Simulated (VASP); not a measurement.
## NiO2: band structure with AM05

Crystal: NiO2.

```
Ni O
1.0
     2.79878    0.00000    0.00000
    -1.39939    2.42382    0.00000
     0.00000    0.00000    4.61827
Ni O
1 2
Direct
  0.00000 0.00000 0.50000
  0.33333 0.66667 0.29396
  0.66667 0.33333 0.70604
```

The cell comes from a database or a generator and needn't be the stable form of this composition.

```json
{
  "Program": "VASP 6.6.1",
  "Task": "band structure",
  "Functional": "AM05",
  "Potentials or basis": "VASP PAW PBE potentials, release 64 (Ni, O)",
  "Cutoff": "520 eV",
  "k mesh": "8 × 8 × 5",
  "Occupations": "fermi-dirac, width 0.05 eV",
  "Spin": "collinear spin, ferromagnetic start",
  "Starting moments": "[1.0, 0.0, 0.0] μB",
  "Further INCAR settings": "ALGO = Fast; EDIFF = 1e-06"
}
```

The band gap on the k mesh is 0.92 eV, indirect (least direct gap 1.15 eV). The band gap along the path is 1.00 eV, indirect (least direct gap 1.27 eV). The net moment is 0.00 μB per cell.

Levels at the corners of the path, in eV from the valence-band top:
Spin up:
```tsv
point	band 7	band 8	band 9	band 10	band 11	band 12	band 13	band 14	band 15	band 16
Γ	-2.13	-1.07	-1.07	-0.75	-0.42	2.12	2.12	7.77	11.07	14.96
M	-2.77	-2.18	-1.73	-1.67	-1.02	1.51	2.08	12.47	13.35	14.19
M	-2.77	-2.18	-1.73	-1.67	-1.02	1.51	2.08	12.47	13.35	14.19
K	-3.50	-2.73	-1.80	-0.73	-0.73	1.25	1.25	14.07	14.88	14.90
K	-3.50	-2.73	-1.80	-0.73	-0.73	1.25	1.25	14.07	14.88	14.99
Γ	-2.13	-1.07	-1.07	-0.75	-0.42	2.12	2.12	7.77	11.07	14.96
Γ	-2.13	-1.07	-1.07	-0.75	-0.42	2.12	2.12	7.77	11.07	14.96
A	-2.13	-2.02	-1.11	-1.11	-0.12	2.16	2.16	9.79	10.00	14.19
A	-2.13	-2.02	-1.11	-1.11	-0.12	2.16	2.16	9.79	10.00	14.19
L	-2.68	-1.73	-1.70	-1.58	-1.09	1.52	1.99	11.81	12.88	14.93
L	-2.68	-1.73	-1.70	-1.58	-1.09	1.52	1.99	11.81	12.88	14.93
H	-3.42	-2.99	-1.79	-0.84	-0.84	1.54	1.54	13.76	14.71	15.66
H	-3.42	-2.99	-1.79	-0.84	-0.84	1.54	1.54	13.76	14.71	15.66
A	-2.13	-2.02	-1.11	-1.11	-0.12	2.16	2.16	9.79	10.00	14.19
L	-2.68	-1.73	-1.70	-1.58	-1.09	1.52	1.99	11.81	12.88	14.93
M	-2.77	-2.18	-1.73	-1.67	-1.02	1.51	2.08	12.47	13.35	14.19
K	-3.50	-2.73	-1.80	-0.73	-0.73	1.25	1.25	14.07	14.88	14.89
H	-3.42	-2.99	-1.79	-0.84	-0.84	1.54	1.54	13.76	14.71	15.68
```
Spin down:
```tsv
point	band 7	band 8	band 9	band 10	band 11	band 12	band 13	band 14	band 15	band 16
Γ	-2.13	-1.07	-1.07	-0.75	-0.42	2.12	2.12	7.77	11.07	14.96
M	-2.77	-2.18	-1.73	-1.67	-1.02	1.51	2.08	12.47	13.35	14.19
M	-2.77	-2.18	-1.73	-1.67	-1.02	1.51	2.08	12.47	13.35	14.19
K	-3.50	-2.73	-1.80	-0.73	-0.73	1.25	1.25	14.07	14.88	14.88
K	-3.50	-2.73	-1.80	-0.73	-0.73	1.25	1.25	14.07	14.88	14.89
Γ	-2.13	-1.07	-1.07	-0.75	-0.42	2.12	2.12	7.77	11.07	14.96
Γ	-2.13	-1.07	-1.07	-0.75	-0.42	2.12	2.12	7.77	11.07	14.96
A	-2.13	-2.02	-1.11	-1.11	-0.12	2.16	2.16	9.79	10.00	14.19
A	-2.13	-2.02	-1.11	-1.11	-0.12	2.16	2.16	9.79	10.00	14.19
L	-2.68	-1.73	-1.70	-1.58	-1.09	1.52	1.99	11.81	12.88	14.93
L	-2.68	-1.73	-1.70	-1.58	-1.09	1.52	1.99	11.81	12.88	14.93
H	-3.42	-2.99	-1.79	-0.84	-0.84	1.54	1.54	13.76	14.71	15.66
H	-3.42	-2.99	-1.79	-0.84	-0.84	1.54	1.54	13.76	14.72	15.66
A	-2.13	-2.02	-1.11	-1.11	-0.12	2.16	2.16	9.79	10.00	14.19
L	-2.68	-1.73	-1.70	-1.58	-1.09	1.52	1.99	11.81	12.88	14.93
M	-2.77	-2.18	-1.73	-1.67	-1.02	1.51	2.08	12.47	13.35	14.19
K	-3.50	-2.73	-1.80	-0.73	-0.73	1.25	1.25	14.07	14.88	14.89
H	-3.42	-2.99	-1.79	-0.84	-0.84	1.54	1.54	13.76	14.72	15.66
```

It took 56 s on 1 thread of Intel(R) Xeon(R) Platinum 8488C (Sapphire Rapids), on a shared host, peak memory 0.21 GiB.

Caveat: the log is that of the step along the path at fixed density, whose energy, stress, charges and moments have no meaning. AM05 gaps usually lie below the measured ones, often by a third to a half.
